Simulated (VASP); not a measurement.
Crystal: KCl.

```
CELL_PARAMETERS angstrom
0.00000 3.13410 3.13410
3.13410 0.00000 3.13410
3.13410 3.13410 0.00000
ATOMIC_POSITIONS crystal
K 0.00000 0.00000 0.00000
Cl 0.50000 0.50000 0.50000
```

| Item | Value |
| --- | --- |
| Program | VASP 6.6.1 |
| Task | relaxation of cell and atoms |
| Functional | RPBE |
| Potentials or basis | VASP PAW PBE potentials, release 64 (K_sv, Cl) |
| Cutoff | 600 eV |
| k mesh | 6 × 6 × 6 |
| Occupations | gaussian, width 0.02 eV |
| Spin | no spin polarisation |

At the start: pressure 2.7 GPa; volume 30.78 Å³/atom.

Task: How do energy, volume and symmetry change on relaxing?

Result: Over 5 steps the energy falls by 35.9 meV/atom and the volume is 35.66 Å³/atom (+15.8 %); space group Fm-3m (No. 225, to 0.05 Å).

The path:
| step | energy change (eV) | largest force (eV/Å) | pressure (GPa) | volume (Å³) |
| --- | --- | --- | --- | --- |
| 1 | 0.0000 | 0.0000 | 2.70 | 61.57 |
| 2 | -0.0552 | 0.0000 | 1.13 | 66.31 |
| 3 | -0.0658 | 0.0000 | -0.55 | 74.69 |
| 4 | -0.0717 | 0.0000 | -0.06 | 71.66 |
| 5 | -0.0717 | 0.0000 | 0.00 | 71.32 |

Final structure:
```xyz
2
Lattice="0.0000 3.2915 3.2915 3.2915 0.0000 3.2915 3.2915 3.2915 0.0000" Properties=species:S:1:pos:R:3 pbc="T T T"
K     0.0000    0.0000    0.0000
Cl    3.2915    3.2915    3.2915
```

Caveat: the volume moved by over 15 % at a fixed basis, so the end points are rough; the PAW data sets were made with another functional, which shifts forces and pressure a little; the volume moved by +16 % from the deposited cell, more than functionals usually miss.
